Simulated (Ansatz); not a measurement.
C built on the diamond prototype, relaxed with r2SCAN in the PAW code Ansatz. The symmetry is Fd-3m (No. 227, cubic); conventional cell a = 3.560 Å, 5.64 Å³ an atom. C is surrounded by 4 C at 1.54 Å.

The axes x, y and z are those of this cell:
```
C
1.0
     0.00000    1.78012    1.78012
     1.78012    0.00000    1.78012
     1.78012    1.78012    0.00000
C
2
Direct
  0.00000 0.00000 0.00000
  0.25000 0.25000 0.25000
```

Unstrained: With PBE the valence top lies at Γ and the conduction bottom at Γ–X (0.73 of the way from Γ), 4.148 eV higher; the smallest vertical gap, at Γ, is 5.609 eV. r2SCAN gives an indirect gap of 4.361 eV, from Γ to Γ–X (0.73 of the way from Γ); the least direct gap is 5.896 eV at Γ. HSE06 gives an indirect gap of 5.300 eV, from Γ to Γ–X (0.73 of the way from Γ); the least direct gap is 6.994 eV at Γ. Meshes: PBE 12×12×12, r2SCAN 12×12×12, HSE06 8×8×8. Strains are changes of length per length. After each strain the atoms were relaxed again with r2SCAN within the symmetry that the strain leaves, so tilts or polar shifts that break it weren't tested; points keep the names that they have in the unstrained zone. The values are computed, spin-unpolarised, and not measurements.

**Question.** Apply uniaxial -1.0 % along z, other directions held. How far does the gap move, against the unstrained cell?

**Answer.** PBE: the gap goes from 4.148 to 3.907 eV (-0.241 eV); with r2SCAN the top three valence levels at Γ, degenerate before, become 1+2 from the top over 159 meV. r2SCAN: the gap goes from 4.361 to 4.111 eV (-0.250 eV). HSE06: the gap goes from 5.300 to 5.050 eV (-0.250 eV). The r2SCAN energy rises by 2.0 meV an atom.

**Question.** Estimate what uniaxial +2.0 % along z, other directions held does to the gap.

**Answer.** PBE: the gap goes from 4.148 to 3.853 eV (-0.295 eV); the edges go from Γ → Γ–X (0.73) to (-0.003, -0.003, -0.005) → Γ–X (0.73); with r2SCAN the top three valence levels at Γ, degenerate before, become 2+1 from the top over 317 meV. r2SCAN: the gap goes from 4.361 to 4.050 eV (-0.311 eV). HSE06: the gap goes from 5.300 to 4.987 eV (-0.313 eV); the edges go from Γ → Γ–X (0.73) to (-0.003, -0.003, -0.005) → Γ–X (0.73). The r2SCAN energy rises by 7.7 meV an atom.

**Question.** Estimate what uniaxial +1.0 % along z, other directions held does to the gap.

**Answer.** PBE: the gap goes from 4.148 to 3.998 eV (-0.150 eV); with r2SCAN the top three valence levels at Γ, degenerate before, become 2+1 from the top over 159 meV. r2SCAN: the gap goes from 4.361 to 4.204 eV (-0.157 eV). HSE06: the gap goes from 5.300 to 5.141 eV (-0.159 eV). The r2SCAN energy rises by 1.9 meV an atom.

**Question.** Estimate what uniaxial +4.0 % along z, other directions held does to the gap.

**Answer.** PBE: the gap goes from 4.148 to 3.571 eV (-0.577 eV); with r2SCAN the top three valence levels at Γ, degenerate before, become 2+1 from the top over 632 meV. r2SCAN: the gap goes from 4.361 to 3.753 eV (-0.608 eV). HSE06: the gap goes from 5.300 to 4.688 eV (-0.612 eV). The r2SCAN energy rises by 30.2 meV an atom.

**Question.** Apply uniaxial +3.0 % along z, other directions held. How far does the gap move, against the unstrained cell?

**Answer.** PBE: the gap goes from 4.148 to 3.711 eV (-0.437 eV); with r2SCAN the top three valence levels at Γ, degenerate before, become 2+1 from the top over 475 meV. r2SCAN: the gap goes from 4.361 to 3.900 eV (-0.461 eV). HSE06: the gap goes from 5.300 to 4.837 eV (-0.463 eV). The r2SCAN energy rises by 17.1 meV an atom.

**Question.** Estimate what uniaxial -2.0 % along z, other directions held does to the gap.

**Answer.** PBE: the gap goes from 4.148 to 3.666 eV (-0.482 eV); with r2SCAN the top three valence levels at Γ, degenerate before, become 1+2 from the top over 318 meV. r2SCAN: the gap goes from 4.361 to 3.856 eV (-0.505 eV). The r2SCAN energy rises by 8.0 meV an atom.

**Question.** Estimate what uniaxial -3.0 % along z, other directions held does to the gap.

**Answer.** PBE: the gap goes from 4.148 to 3.420 eV (-0.728 eV); the edges go from Γ → Γ–X (0.73) to Γ → Γ–X (0.74); with r2SCAN the top three valence levels at Γ, degenerate before, become 1+2 from the top over 478 meV. r2SCAN: the gap goes from 4.361 to 3.599 eV (-0.762 eV); the edges go from Γ → Γ–X (0.73) to Γ → Γ–X (0.74). The r2SCAN energy rises by 18.1 meV an atom.

**Question.** Estimate what uniaxial -4.0 % along z, other directions held does to the gap.

**Answer.** PBE: the gap goes from 4.148 to 3.171 eV (-0.977 eV); the edges go from Γ → Γ–X (0.73) to Γ → Γ–X (0.74); with r2SCAN the top three valence levels at Γ, degenerate before, become 1+2 from the top over 637 meV. r2SCAN: the gap goes from 4.361 to 3.338 eV (-1.023 eV); the edges go from Γ → Γ–X (0.73) to Γ → Γ–X (0.74). The r2SCAN energy rises by 32.5 meV an atom.

Where an edge lies off the special points, it is a point of the mesh or the k point where a search put PBE's edge or least direct gap, reused for the other functionals, whose own edges may lie a little apart.

Coordinates of k points refer to the reciprocal vectors of the primitive cell of the runs.

The meshes of the hybrids are coarse, so their gaps aren't converged to the digits shown.

The splittings at Γ are without spin-orbit coupling, which regroups them where it is of like size or larger.
